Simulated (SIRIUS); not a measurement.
BN in SIRIUS: convergence with empty bands

Input of the first run (empty bands 1); the others differ in this setting and in those tied to it:

File sirius.json:

```json
{
  "control": {
    "processing_unit": "cpu",
    "verbosity": 2,
    "num_bands_to_print": 9,
    "print_forces": true,
    "print_stress": true
  },
  "parameters": {
    "electronic_structure_method": "pseudopotential",
    "xc_functionals": ["XC_LDA_X", "XC_LDA_C_PW"],
    "gk_cutoff": 6.4,
    "pw_cutoff": 20.0,
    "ngridk": [8, 8, 3],
    "shiftk": [0, 0, 0],
    "smearing": "cold",
    "smearing_width": 0.0018374661,
    "num_bands": 9,
    "num_mag_dims": 0,
    "num_dft_iter": 100,
    "energy_tol": 1e-08,
    "density_tol": 1e-06
  },
  "iterative_solver": {
    "type": "davidson",
    "min_tolerance": 1e-10
  },
  "mixer": {
    "type": "anderson",
    "beta": 0.7,
    "max_history": 8
  },
  "settings": {
    "tol_ne": 1e-10
  },
  "unit_cell": {
    "lattice_vectors": [
      [4.720989393585, 0.0, 0.0],
      [-2.360494696793, 4.088496745935, 0.0],
      [0.0, 0.0, 12.539655645179]
    ],
    "atom_coordinate_units": "lattice",
    "atom_types": ["N", "B"],
    "atom_files": {
      "B": "B.json",
      "N": "N.json"
    },
    "atoms": {
      "N": [
        [0.659784, 0.320718, 0.251758],
        [0.33328, 0.665718, 0.749754]
      ],
      "B": [
        [0.678836, 0.346295, 0.751839],
        [0.336526, 0.664378, 0.247751]
      ]
    }
  }
}
```

Potentials or basis: GBRV 1.5 LDA (ultrasoft).

Run with:

```sh
$ upf_to_json b_lda_v1.4.uspp.F.UPF
$ upf_to_json n_lda_v1.2.uspp.F.UPF
$ OMP_NUM_THREADS=1 sirius.scf --input=sirius.json --output=out.json --task=0
```

The cell isn't the ideal one: atoms moved at random, drawn with an rms of 0.05 Å.

Hardware: 1 thread of Intel(R) Xeon(R) Platinum 8488C (Sapphire Rapids), with other jobs on the host.

```csv
empty bands,energy less the tightest run (meV/atom),SCF cycles,CPU time (s),peak memory (GiB)
1,0.00,33,38,0.29
2,0.00,15,25,0.29
3,0.00,15,28,0.29
4,0.00,14,27,0.29
6,0.00,15,30,0.29
10,0.00,15,38,0.3
16,0.00,15,50,0.31
```

Against the tightest run, the energy stays within 1 meV/atom from 1 on. The tightest run that finished is the yardstick and may itself not be fully converged.
